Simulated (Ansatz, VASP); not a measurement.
**One calculation of HfO2, two programs**

File INCAR:

```
SYSTEM = HfO2
PREC = Accurate ; ENCUT = 600
EDIFF = 1E-6 ; ISMEAR = -1
SIGMA = 0.05 ; LREAL = .FALSE.
LASPH = .TRUE. ; NELM = 80
ALGO = Normal ; ISIF = 3
LWAVE = .FALSE. ; LCHARG = .FALSE.
GGA = PE ; IBRION = 2
NSW = 60 ; EDIFFG = -0.02
PSTRESS = 0
```

The input KPOINTS:

```
regular mesh
0
G
  4 6 3
  0 0 0
```

Contents of POSCAR:

```
HfO2
1.0
    5.5563950000      0.0000000000      0.0000000000
    0.0000000000      3.3335970000      0.0000000000
    0.0000000000      0.0000000000      6.5049950000
Hf O
4 8
Direct
    0.7486820000      0.7500000000      0.6078710000
    0.2513180000      0.2500000000      0.3921290000
    0.2486820000      0.7500000000      0.8921290000
    0.7513180000      0.2500000000      0.1078710000
    0.6394990000      0.2500000000      0.4234000000
    0.3605010000      0.7500000000      0.5766000000
    0.1394990000      0.2500000000      0.0766000000
    0.8605010000      0.7500000000      0.9234000000
    0.5207940000      0.2500000000      0.8414530000
    0.4792060000      0.7500000000      0.1585470000
    0.0207940000      0.2500000000      0.6585470000
    0.9792060000      0.7500000000      0.3414530000
```

Contents of input.yaml:

```yaml
crystal:
  lattice:
    - [5.556395, 0.0, 0.0]
    - [0.0, 3.333597, 0.0]
    - [0.0, 0.0, 6.504995]
  atoms:
    - { symbol: Hf, position: [0.748682, 0.75, 0.607871] }
    - { symbol: Hf, position: [0.251318, 0.25, 0.392129] }
    - { symbol: Hf, position: [0.248682, 0.75, 0.892129] }
    - { symbol: Hf, position: [0.751318, 0.25, 0.107871] }
    - { symbol: O, position: [0.639499, 0.25, 0.4234] }
    - { symbol: O, position: [0.360501, 0.75, 0.5766] }
    - { symbol: O, position: [0.139499, 0.25, 0.0766] }
    - { symbol: O, position: [0.860501, 0.75, 0.9234] }
    - { symbol: O, position: [0.520794, 0.25, 0.841453] }
    - { symbol: O, position: [0.479206, 0.75, 0.158547] }
    - { symbol: O, position: [0.020794, 0.25, 0.658547] }
    - { symbol: O, position: [0.979206, 0.75, 0.341453] }
hamiltonian:
  xc: pbe
  pseudopotentials: { kind: paw }
kpoints:
  mp_grid: { grid: [4, 6, 3] }
scf:
  occupations: { method: fermi_dirac, width: 0.05 }
output:
  forces: true
  stress: true
  eigenvalues: true
relax:
  f_tol: 0.01
  max_steps: 40
  cell: { stress_tol: 0.05 }
```

Measurements of this composition are mostly on another form, of space group No. 14.

Alike in both runs: task relaxation of cell and atoms; functional PBE; k mesh 4 × 6 × 3; occupations fermi-dirac, width 0.05 eV; no spin polarisation.

|  | VASP | Ansatz |
| --- | --- | --- |
| version | VASP 6.6.1 | Ansatz 0.2.0 |
| potentials or method | VASP PAW PBE potentials, release 64 (Hf_pv, O) | Ansatz PAW |
| plane-wave cutoff (eV) | 600 | 420 |
| valence electrons in the cell | 88 | 152 |

|  | VASP | Ansatz | Ansatz less VASP |
| --- | --- | --- | --- |
| gap on the k mesh at the Fermi level, each at its own relaxed structure (eV) | 3.41 | 3.44 | +0.030 |
| relaxed volume (Å³/atom) | 10.02 | 10.17 | +0.150 |
| relaxed cell length with the largest relative difference (Å) | 3.331 | 3.349 | +0.0181 |
| energy change over the relaxation (meV/atom) | 0 | -1 | -1.2 |

The two sets of potentials don't hold the same shells in valence.

Caveats: spin-orbit coupling is left out, which moves the levels of the heavy elements; an odd mesh through Γ misses points on the zone boundary, where band edges often lie (VASP); odd divisions of the mesh miss points on the zone boundary, where band edges often lie, so the gap on the mesh can be too wide (Ansatz); the plane-wave basis is chosen anew once the cell has moved, so the energies of steps on either side of that aren't comparable (Ansatz); the pressure holds a Pulay correction of +0.9 GPa for the finite cutoff (Ansatz).
